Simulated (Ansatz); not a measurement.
Input of an Ansatz 0.2.0 run:

Contents of input.yaml:

```yaml
crystal:
  lattice:
    - [3.3545324186, 0.0, 0.0]
    - [-1.6772662093, 2.9051102923, 0.0]
    - [0.0, 0.0, 5.47016065]
  atoms:
    - { symbol: Sb, position: [0.6666666667, 0.3333333333, 0.75] }
    - { symbol: Sb, position: [0.3333333333, 0.6666666667, 0.25] }
hamiltonian:
  xc: pbesol
  pseudopotentials: { kind: paw }
kpoints:
  mp_grid: { grid: [9, 9, 5] }
scf:
  occupations: { method: fermi_dirac, width: 0.05 }
output:
  forces: true
  stress: true
  eigenvalues: true
```

Potentials or basis: Ansatz PAW.

Launch:

```bash
$ ansatz run input.yaml --threads 2 --pin off --max-ram 5632MiB --backend cpu --events-out ev --progress --plain --runs-dir out
```

Problem. Predict the band gap on the k mesh.

Solution. None (metal or under the smearing width).

Problem. Estimate the pressure.

Solution. -1.6 GPa.

Stress tensor (GPa, compression positive):
```
-1.48  0.00  0.00
 0.00 -1.48  0.00
 0.00  0.00 -1.81
```

Caveat: the PAW data sets come from PBE, with cores solved anew for the run's functional, which leaves a small shift of forces and pressure. Spin-orbit coupling is left out, which matters for the levels of Sb.
